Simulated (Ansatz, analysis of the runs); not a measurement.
# Conductance against twist: 4,4'-biphenylene with thiolate ends, rings twisted by 0 degrees, between Ag (111) faces with adatoms, and onwards, part 2 of 4

Wanted: G at twists from flat to perpendicular.

Ansatz 0.2.0; DFT PBE, plane waves, PAW; transmission of a junction between electrodes.

So far, conductance of the junction (G₀): step 2 (transmission, twist 0 degree) 0.0681.

**4. Transmission between the leads, twist 20 degree**

This step: DFT PBE, plane waves, PAW; transmission of a junction between electrodes (Ansatz 0.2.0).

One ring is turned to 20°, with its anchor, and the junction is built anew at the same bond lengths.

The cell differs from the one that the last finished run ended in (c 25.983 → 25.820 Å).

Input file input.yaml:

```yaml
crystal:
  lattice:
    - [8.8034794258, 0.0, 0.0]
    - [4.4017397129, 7.6240368244, 0.0]
    - [0.0, 0.0, 25.8201647766]
  atoms:
    - { symbol: Ag, position: [0.833333333, 0.833333333, 0.0] }
    - { symbol: Ag, position: [0.833333333, 0.166666667, 0.0] }
    - { symbol: Ag, position: [0.833333333, 0.5, 0.0] }
    - { symbol: Ag, position: [0.166666667, 0.833333333, 0.0] }
    - { symbol: Ag, position: [0.166666667, 0.166666667, 0.0] }
    - { symbol: Ag, position: [0.166666667, 0.5, 0.0] }
    - { symbol: Ag, position: [0.5, 0.833333333, 0.0] }
    - { symbol: Ag, position: [0.5, 0.166666667, 0.0] }
    - { symbol: Ag, position: [0.5, 0.5, 0.0] }
    - { symbol: Ag, position: [0.944444444, 0.944444444, 0.09279583] }
    - { symbol: Ag, position: [0.944444444, 0.277777778, 0.09279583] }
    - { symbol: Ag, position: [0.944444444, 0.611111111, 0.09279583] }
    - { symbol: Ag, position: [0.277777778, 0.944444444, 0.09279583] }
    - { symbol: Ag, position: [0.277777778, 0.277777778, 0.09279583] }
    - { symbol: Ag, position: [0.277777778, 0.611111111, 0.09279583] }
    - { symbol: Ag, position: [0.611111111, 0.944444444, 0.09279583] }
    - { symbol: Ag, position: [0.611111111, 0.277777778, 0.09279583] }
    - { symbol: Ag, position: [0.611111111, 0.611111111, 0.09279583] }
    - { symbol: Ag, position: [0.055555556, 0.055555556, 0.18559166] }
    - { symbol: Ag, position: [0.055555556, 0.388888889, 0.18559166] }
    - { symbol: Ag, position: [0.055555556, 0.722222222, 0.18559166] }
    - { symbol: Ag, position: [0.388888889, 0.055555556, 0.18559166] }
    - { symbol: Ag, position: [0.388888889, 0.388888889, 0.18559166] }
    - { symbol: Ag, position: [0.388888889, 0.722222222, 0.18559166] }
    - { symbol: Ag, position: [0.722222222, 0.055555556, 0.18559166] }
    - { symbol: Ag, position: [0.722222222, 0.388888889, 0.18559166] }
    - { symbol: Ag, position: [0.722222222, 0.722222222, 0.18559166] }
    - { symbol: Ag, position: [0.5, 0.5, 0.271891781] }
    - { symbol: S, position: [0.213717915, 0.565480324, 0.301612141] }
    - { symbol: C, position: [0.243020514, 0.603408622, 0.367545883] }
    - { symbol: C, position: [0.167030052, 0.55413538, 0.406672112] }
    - { symbol: C, position: [0.188368573, 0.584341181, 0.458667694] }
    - { symbol: C, position: [0.285652219, 0.664751188, 0.472654203] }
    - { symbol: C, position: [0.360620974, 0.714277159, 0.432808097] }
    - { symbol: C, position: [0.339345069, 0.684323775, 0.380773448] }
    - { symbol: C, position: [0.307958873, 0.696587894, 0.527345437] }
    - { symbol: C, position: [0.354780576, 0.821865437, 0.541331989] }
    - { symbol: C, position: [0.375902954, 0.852263458, 0.593327563] }
    - { symbol: C, position: [0.35101845, 0.757550297, 0.632453745] }
    - { symbol: C, position: [0.303538411, 0.63320577, 0.619226126] }
    - { symbol: C, position: [0.282619122, 0.602935113, 0.567191482] }
    - { symbol: S, position: [0.376957625, 0.798469478, 0.698387468] }
    - { symbol: H, position: [0.090912672, 0.491480338, 0.397190359] }
    - { symbol: H, position: [0.129089679, 0.542965244, 0.488404117] }
    - { symbol: H, position: [0.435117028, 0.778968202, 0.442057689] }
    - { symbol: H, position: [0.398024377, 0.725974615, 0.351001282] }
    - { symbol: H, position: [0.376729957, 0.896432383, 0.511595623] }
    - { symbol: H, position: [0.412312736, 0.95022386, 0.602809352] }
    - { symbol: H, position: [0.281212647, 0.559231795, 0.648998234] }
    - { symbol: H, position: [0.244074852, 0.506278023, 0.557941848] }
    - { symbol: Ag, position: [0.5, 0.5, 0.728108219] }
    - { symbol: Ag, position: [0.277777778, 0.277777778, 0.81440834] }
    - { symbol: Ag, position: [0.277777778, 0.611111111, 0.81440834] }
    - { symbol: Ag, position: [0.277777778, 0.944444444, 0.81440834] }
    - { symbol: Ag, position: [0.611111111, 0.277777778, 0.81440834] }
    - { symbol: Ag, position: [0.611111111, 0.611111111, 0.81440834] }
    - { symbol: Ag, position: [0.611111111, 0.944444444, 0.81440834] }
    - { symbol: Ag, position: [0.944444444, 0.277777778, 0.81440834] }
    - { symbol: Ag, position: [0.944444444, 0.611111111, 0.81440834] }
    - { symbol: Ag, position: [0.944444444, 0.944444444, 0.81440834] }
    - { symbol: Ag, position: [0.388888889, 0.388888889, 0.90720417] }
    - { symbol: Ag, position: [0.388888889, 0.722222222, 0.90720417] }
    - { symbol: Ag, position: [0.388888889, 0.055555556, 0.90720417] }
    - { symbol: Ag, position: [0.722222222, 0.388888889, 0.90720417] }
    - { symbol: Ag, position: [0.722222222, 0.722222222, 0.90720417] }
    - { symbol: Ag, position: [0.722222222, 0.055555556, 0.90720417] }
    - { symbol: Ag, position: [0.055555556, 0.388888889, 0.90720417] }
    - { symbol: Ag, position: [0.055555556, 0.722222222, 0.90720417] }
    - { symbol: Ag, position: [0.055555556, 0.055555556, 0.90720417] }
kpoints:
  mp_grid: { grid: [4, 4, 1] }
scf:
  occupations: { method: fermi_dirac, width: 0.1 }
hamiltonian:
  xc: pbe
output:
  transmission: { leads: [[60, 8]], e_range: [-0.7, 0.7], de: 0.035, kmesh: [4, 4] }
  dos: { projected: true, e_range: [-5, 4] }
  write_potential: true
  write_density: true
  volumetric_format: npy
```

Run with:

```sh
> ansatz run input.yaml --threads 16 --pin off --max-ram 61440MiB --backend cuda --events-out ev --progress --plain --runs-dir out --max-vram 78GiB
```

Numbers of over 12 decimals in the logs are rounded to 6 here.

The log of the run:

```text
[...]
Crystal: 69 atoms, lattice volume = 1732.999 Å³
Basis set: ecut = 420 eV, 33897 PW (Γ)
Bands: 577, of which v1, the nominal top of the filled ones, is band 481 counted from 1 (480 counted from 0)
Symmetry: 1 space group operations
[...]
k-points: 10 of 16 (time reversal used)
[...]
transmission: 288 of 320 steps passed
[...]
SCF converged after 9 iterations
[...]
--- Transmission ---
  basis      : 583 plane waves across, 32 finite elements along
  points     : 10, standing for a mesh of 4 x 4
  on the GPU : 10 of these points
[...]
filled         : 30.5 meV under the level at which it is neutral
    channels       : 7.687500e0 a spin
[...]
junction   : crystal 0 to crystal 0, 0.50 to 23.92 Å
    transmission   : 4.324436e-2 a spin
[...]
resistance     : 1.8688e-1 Ω µm² beyond half of each lead's own
```

Wall time 2.6 min (1 × NVIDIA GB200 with 16 threads of Arm Neoverse V2, shared host); peak memory 16 GiB; 20 min of CPU time.

Transmission, one spin against energy, zero at the Fermi level:

energy (eV), transmission, one spin and a bar:
```
   -0.700      0.295 #########
   -0.665      0.299 #########
   -0.595      0.351 ###########
   -0.560      0.407 ############
   -0.490      0.628 ###################
   -0.455      0.806 #########################
   -0.420      0.958 #############################
   -0.385      0.984 ##############################
   -0.350      0.833 #########################
   -0.315      0.610 ###################
   -0.280      0.426 #############
   -0.210      0.211 ######
   -0.175      0.154 #####
   -0.105      0.089 ###
   -0.070      0.069 ##
   -0.035      0.054 #
    0.000      0.043 #
    0.035      0.036 #
    0.070      0.030 #
    0.105      0.026 #
    0.175      0.020 
    0.210      0.018 
    0.280      0.014 
    0.315      0.014 
    0.350      0.012 
    0.420      0.008 
    0.455      0.008 
    0.490      0.007 
    0.560      0.006 
    0.595      0.006 
    0.665      0.005 
    0.700      0.005
```

The conductance is 0.0461 G₀. The conductance is 0.68 times that of the last run that gave one. The lead's Hamiltonian steps by 73.4 meV, which the program calls too much for a lead. The largest term of the program's error estimate is 90 %, from the steps of its leads' Hamiltonians or their offsets.

**5. Landauer integrals**

This step: Landauer integrals over the computed T(E), interpolated linearly between its energies (analysis of the runs above).

T(E) held rigid; rough near sharp steps of T(E). Table of conductance at 300 K by shift of the leads' level:

```tsv
shift of the leads' level (eV)	conductance at 300 K (G₀)
-0.350	0.770
-0.300	0.551
-0.250	0.350
-0.200	0.218
-0.150	0.140
-0.100	0.0934
-0.050	0.0645
0.000	0.0463
0.050	0.0349
0.100	0.0274
0.150	0.0222
0.200	0.0186
0.250	0.0160
0.300	0.0141
0.350	0.012
```

The thermopower is 46.8 μV/K. The Lorenz ratio is 1.12, where the Wiedemann-Franz law gives 1. These values rest on a semilocal level alignment and on the mesh across the current. Moving the level by up to 0.1 eV either way gives 34 to 59 μV/K.

**6. The open system, twist 40 degree**

This step: DFT PBE, plane waves, PAW; transmission of a junction between electrodes (Ansatz 0.2.0).

One ring is turned to 40°, with its anchor, and the junction is built anew at the same bond lengths.

The cell differs from the one that the last finished run ended in (c 25.820 → 25.656 Å).

Input file input.yaml:

```yaml
crystal:
  lattice:
    - [8.8034794258, 0.0, 0.0]
    - [4.4017397129, 7.6240368244, 0.0]
    - [0.0, 0.0, 25.6559207135]
  atoms:
    - { symbol: Ag, position: [0.833333333, 0.833333333, 0.0] }
    - { symbol: Ag, position: [0.833333333, 0.166666667, 0.0] }
    - { symbol: Ag, position: [0.833333333, 0.5, 0.0] }
    - { symbol: Ag, position: [0.166666667, 0.833333333, 0.0] }
    - { symbol: Ag, position: [0.166666667, 0.166666667, 0.0] }
    - { symbol: Ag, position: [0.166666667, 0.5, 0.0] }
    - { symbol: Ag, position: [0.5, 0.833333333, 0.0] }
    - { symbol: Ag, position: [0.5, 0.166666667, 0.0] }
    - { symbol: Ag, position: [0.5, 0.5, 0.0] }
    - { symbol: Ag, position: [0.944444444, 0.944444444, 0.09338989] }
    - { symbol: Ag, position: [0.944444444, 0.277777778, 0.09338989] }
    - { symbol: Ag, position: [0.944444444, 0.611111111, 0.09338989] }
    - { symbol: Ag, position: [0.277777778, 0.944444444, 0.09338989] }
    - { symbol: Ag, position: [0.277777778, 0.277777778, 0.09338989] }
    - { symbol: Ag, position: [0.277777778, 0.611111111, 0.09338989] }
    - { symbol: Ag, position: [0.611111111, 0.944444444, 0.09338989] }
    - { symbol: Ag, position: [0.611111111, 0.277777778, 0.09338989] }
    - { symbol: Ag, position: [0.611111111, 0.611111111, 0.09338989] }
    - { symbol: Ag, position: [0.055555556, 0.055555556, 0.18677978] }
    - { symbol: Ag, position: [0.055555556, 0.388888889, 0.18677978] }
    - { symbol: Ag, position: [0.055555556, 0.722222222, 0.18677978] }
    - { symbol: Ag, position: [0.388888889, 0.055555556, 0.18677978] }
    - { symbol: Ag, position: [0.388888889, 0.388888889, 0.18677978] }
    - { symbol: Ag, position: [0.388888889, 0.722222222, 0.18677978] }
    - { symbol: Ag, position: [0.722222222, 0.055555556, 0.18677978] }
    - { symbol: Ag, position: [0.722222222, 0.388888889, 0.18677978] }
    - { symbol: Ag, position: [0.722222222, 0.722222222, 0.18677978] }
    - { symbol: Ag, position: [0.5, 0.5, 0.273632378] }
    - { symbol: S, position: [0.209441853, 0.56189375, 0.297470946] }
    - { symbol: C, position: [0.224691181, 0.600203919, 0.364816777] }
    - { symbol: C, position: [0.142295982, 0.549399011, 0.401708777] }
    - { symbol: C, position: [0.152564065, 0.579883813, 0.454779537] }
    - { symbol: C, position: [0.244944633, 0.662105512, 0.472089988] }
    - { symbol: C, position: [0.326468149, 0.713153908, 0.434454045] }
    - { symbol: C, position: [0.316266174, 0.682924243, 0.381348567] }
    - { symbol: C, position: [0.255607231, 0.694234237, 0.527909644] }
    - { symbol: C, position: [0.24271658, 0.851562285, 0.545220229] }
    - { symbol: C, position: [0.252739264, 0.882222035, 0.598290994] }
    - { symbol: C, position: [0.276327675, 0.755802628, 0.635182871] }
    - { symbol: C, position: [0.288454261, 0.599095967, 0.618650929] }
    - { symbol: C, position: [0.278527428, 0.568669956, 0.565545443] }
    - { symbol: S, position: [0.287474935, 0.797039431, 0.702528714] }
    - { symbol: H, position: [0.069718031, 0.485322136, 0.389635238] }
    - { symbol: H, position: [0.088490099, 0.537296475, 0.482734758] }
    - { symbol: H, position: [0.397456051, 0.779259376, 0.446280444] }
    - { symbol: H, position: [0.379749191, 0.725780311, 0.353346542] }
    - { symbol: H, position: [0.226025777, 0.951771789, 0.517265129] }
    - { symbol: H, position: [0.242332525, 0.005504672, 0.610364642] }
    - { symbol: H, position: [0.30463641, 0.499402387, 0.64665283] }
    - { symbol: H, position: [0.286864394, 0.445969755, 0.553718925] }
    - { symbol: Ag, position: [0.5, 0.5, 0.726367622] }
    - { symbol: Ag, position: [0.277777778, 0.277777778, 0.81322022] }
    - { symbol: Ag, position: [0.277777778, 0.611111111, 0.81322022] }
    - { symbol: Ag, position: [0.277777778, 0.944444444, 0.81322022] }
    - { symbol: Ag, position: [0.611111111, 0.277777778, 0.81322022] }
    - { symbol: Ag, position: [0.611111111, 0.611111111, 0.81322022] }
    - { symbol: Ag, position: [0.611111111, 0.944444444, 0.81322022] }
    - { symbol: Ag, position: [0.944444444, 0.277777778, 0.81322022] }
    - { symbol: Ag, position: [0.944444444, 0.611111111, 0.81322022] }
    - { symbol: Ag, position: [0.944444444, 0.944444444, 0.81322022] }
    - { symbol: Ag, position: [0.388888889, 0.388888889, 0.90661011] }
    - { symbol: Ag, position: [0.388888889, 0.722222222, 0.90661011] }
    - { symbol: Ag, position: [0.388888889, 0.055555556, 0.90661011] }
    - { symbol: Ag, position: [0.722222222, 0.388888889, 0.90661011] }
    - { symbol: Ag, position: [0.722222222, 0.722222222, 0.90661011] }
    - { symbol: Ag, position: [0.722222222, 0.055555556, 0.90661011] }
    - { symbol: Ag, position: [0.055555556, 0.388888889, 0.90661011] }
    - { symbol: Ag, position: [0.055555556, 0.722222222, 0.90661011] }
    - { symbol: Ag, position: [0.055555556, 0.055555556, 0.90661011] }
kpoints:
  mp_grid: { grid: [4, 4, 1] }
scf:
  occupations: { method: fermi_dirac, width: 0.1 }
hamiltonian:
  xc: pbe
output:
  transmission: { leads: [[60, 8]], e_range: [-0.7, 0.7], de: 0.035, kmesh: [4, 4] }
  dos: { projected: true, e_range: [-5, 4] }
  write_potential: true
  write_density: true
  volumetric_format: npy
```

The log of the run:

```text
[...]
Crystal: 69 atoms, lattice volume = 1721.975 Å³
Basis set: ecut = 420 eV, 33631 PW (Γ)
Bands: 577, of which v1, the nominal top of the filled ones, is band 481 counted from 1 (480 counted from 0)
Symmetry: 1 space group operations
[...]
k-points: 10 of 16 (time reversal used)
[...]
transmission: 291 of 320 steps passed
[...]
SCF converged after 9 iterations
[...]
--- Transmission ---
  basis      : 583 plane waves across, 32 finite elements along
  points     : 10, standing for a mesh of 4 x 4
  on the GPU : 10 of these points
[...]
filled         : 30.8 meV under the level at which it is neutral
    channels       : 7.687500e0 a spin
[...]
junction   : crystal 0 to crystal 0, 0.50 to 23.76 Å
    transmission   : 2.397440e-2 a spin
[...]
resistance     : 3.4681e-1 Ω µm² beyond half of each lead's own
```

Wall time 2.5 min (1 × NVIDIA GB200 with 16 threads); peak memory 16 GiB.

Transmission, one spin against energy, zero at the Fermi level:

```tsv
energy (eV)	transmission, one spin
-0.700	0.561
-0.665	0.623
-0.595	0.840
-0.560	0.956
-0.525	0.966
-0.490	0.823
-0.455	0.633
-0.420	0.467
-0.350	0.238
-0.315	0.175
-0.280	0.132
-0.210	0.0792
-0.175	0.0632
-0.105	0.0416
-0.070	0.0341
-0.035	0.0283
0.000	0.0240
0.035	0.0206
0.070	0.018
0.105	0.0158
0.175	0.0126
0.210	0.0115
0.280	0.00968
0.315	0.00926
0.350	0.0081
0.420	0.0062
0.455	0.00566
0.490	0.00527
0.560	0.00472
0.595	0.00450
0.665	0.00417
0.700	0.00402
```

The conductance is 0.0249 G₀. The conductance is 0.54 times that of the last run that gave one. The lead's Hamiltonian steps by 74.6 meV, which the program calls too much for a lead. The largest term of the program's error estimate is 71 %, from the steps of its leads' Hamiltonians or their offsets.

**7. Landauer integrals**

This step: Landauer integrals over the computed T(E), interpolated linearly between its energies (analysis of the runs above).

T(E) held rigid; rough near sharp steps of T(E). The conductance at 300 K by shift of the leads' level:

```tsv
shift of the leads' level (eV)	conductance at 300 K (G₀)
-0.350	0.267
-0.300	0.172
-0.250	0.115
-0.200	0.0797
-0.150	0.0575
-0.100	0.0425
-0.050	0.0321
0.000	0.025
0.050	0.0201
0.100	0.0165
0.150	0.0139
0.200	0.0120
0.250	0.0105
0.300	0.00933
0.350	0.00809
```

The thermopower is 35.3 μV/K. The Lorenz ratio is 1.07, where the Wiedemann-Franz law gives 1. These values rest on a semilocal level alignment and on the mesh across the current. Moving the level by up to 0.1 eV either way gives 27 to 44 μV/K.

(Continued in part 3 of 4.)

[Logs are printed without paths, hosts, clocks, repeated set-up lines and the standing remarks that a program may print on its own settings, such as how far it seeks lower states.]

[Hosts, paths, dates, database ids (printed as entryN), source tags and the programs' standing remarks are cut or masked in the printed files.]
